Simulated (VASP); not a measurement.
Here is a VASP 6.6.1 calculation.

File POSCAR:

```
Te3H
1.0
    3.2317081100      5.6011938500      0.0026696900
   -3.2435457400      5.6080281600     -0.0085671800
    0.0102911300     -0.0031187600      5.9360991800
H Te
2 6
Direct
    0.9708300000      0.0132050000      0.9799760000
    0.0253180000      0.0011480000      0.5208330000
    0.3101780000      0.6820010000      0.2495590000
    0.3449600000      0.9930430000      0.7657190000
    0.0039730000      0.3183500000      0.2434740000
    0.6791370000      0.3057320000      0.7431070000
    0.6920690000      0.9828650000      0.2561120000
    0.9997330000      0.6773240000      0.7374330000
```

Contents of INCAR.step1:

```
  PREC = Accurate
  ENCUT = 520
  ISMEAR = -1
  SIGMA = 0.0893
  LREAL = F
  LASPH = T
  NELM = 100
  ISYM = 0
  NBANDS = 29
  GGA = PE
  ALGO = Normal
  EDIFF = 1E-4
  LWAVE = T
  LCHARG = F
```

INCAR.step2

```
  PREC = Accurate
  ENCUT = 520
  EDIFF = 1E-7
  ISMEAR = -1
  SIGMA = 0.0893
  LREAL = F
  LASPH = T
  NELM = 100
  ALGO = Normal
  ISIF = 2
  LWAVE = F
  LCHARG = F
  METAGGA = R2SCAN
  LMIXTAU = T
  ISYM = 0
  NBANDS = 29
  ISTART = 1
```

Contents of KPOINTS:

```
Automatic mesh
0
Gamma
  3 3 3
  0.5 0.5 0.5
```

Potentials or basis: VASP PAW PBE potentials, release 64 (H, Te).

The run is started by

```console
$ cat potpaw_PBE.64/H/POTCAR potpaw_PBE.64/Te/POTCAR > POTCAR
$ cp INCAR.step1 INCAR
$ mpirun -np 1 vasp_std > vasp.out
$ cp INCAR.step2 INCAR
$ mpirun -np 1 vasp_std > vasp.out
```

(1) What does it give for the largest force?

(2) Predict the band gap on the k mesh.

Answers

(1) 0.762 eV/Å.

(2) none (metal or under the smearing width).

Caveat: the k mesh is coarse (spacing up to 0.37 Å⁻¹), so the values aren't converged; the PAW data sets were made with another functional, which shifts forces and pressure a little.
